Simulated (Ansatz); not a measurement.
# Si (Silicon): the cost of one run

Program: Ansatz 0.2.0. Level of theory: DFT, PBE, plane-wave PAW, default files, scalar-relativistic. These are calculated values, not measurements.

## (1) The system as given

It takes space group Fd-3m (No. 227, cubic). Conventional cell: a = 5.431 Å, b = 5.431 Å, c = 5.431 Å, α = 90.00°, β = 90.00°, γ = 90.00°. Si (site symmetry -43m) is surrounded by 4 Si at 2.35 Å.

Coordinates:

```cif
data_structure
_symmetry_space_group_name_H-M 'Fd-3m:1'
_symmetry_Int_Tables_number 227
_cell_length_a 5.4307
_cell_length_b 5.4307
_cell_length_c 5.4307
_cell_angle_alpha 90.000
_cell_angle_beta 90.000
_cell_angle_gamma 90.000
_cell_volume 160.16
loop_
_atom_site_label
_atom_site_type_symbol
_atom_site_symmetry_multiplicity
_atom_site_Wyckoff_symbol
_atom_site_fract_x
_atom_site_fract_y
_atom_site_fract_z
_atom_site_occupancy
Si1 Si 8 b 0.00000 0.00000 0.50000 1
```

## (2) Single point at the given positions

File input.yaml:

```yaml
crystal:
  lattice:
    - [0.0, 2.71535, 2.71535]
    - [2.71535, 0.0, 2.71535]
    - [2.71535, 2.71535, 0.0]
  atoms:
    - { symbol: Si, position: [0.0, 0.0, 0.0] }
    - { symbol: Si, position: [0.25, 0.25, 0.25] }
kpoints:
  mp_grid: { grid: [14, 14, 14] }
scf:
  occupations: { method: fermi_dirac, width: 0.02 }
hamiltonian:
  xc: pbe
  pseudopotentials: { kind: paw }
output:
  forces: true
  stress: true
  populations: true
  efg: { contact_densities: true }
```

On the command line:

```sh
ansatz run input.yaml --threads 1 --pin off --max-ram 3072MiB --backend cpu --events-out ev --progress --plain --runs-dir out
```

Q: Estimate wall time and peak memory on 1 thread of Intel Xeon 6975P-C (Granite Rapids), shared host.

About 1.6 s, with a peak of 0.4 GiB.
